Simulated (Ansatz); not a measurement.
Input and command of a calculation in Ansatz (plane waves; scalar-relativistic PAW potentials unless the input names others):

```yaml
crystal:
  lattice:
    - [-1.3804488289, 1.3804488289, 2.0706732434]
    - [1.3804488289, -1.3804488289, 2.0706732434]
    - [1.3804488289, 1.3804488289, -2.0706732434]
  atoms:
    - { symbol: Mo, position: [0.0, 0.0, 0.0] }
basis:
  ecutwfc: 420
  ecutrho_ratio: 0
kpoints:
  mp_grid: { grid: [30, 30, 30] }
hamiltonian:
  xc: pbe
scf:
  occupations: { method: gaussian, width: 0.15 }
  max_iter: 60
output:
  forces: true
  eigenvalues: true
  stress: true
```

```bash
ansatz run input.yaml --threads 1 --pin off --max-ram 2560MiB --backend cpu --events-out ev --progress --plain --runs-dir out
```

Question: What is wrong with this input?

Answer: The program refuses it, because of a density cutoff too low for products of the waves, which reach up to 4 times the waves' cutoff (basis.ecutrho_ratio: not typed → 0). Without that key it is accepted.

Abridged log:
```
Error: invalid value for `basis.ecutrho_ratio`: must be in [1, 1024]; got 0
```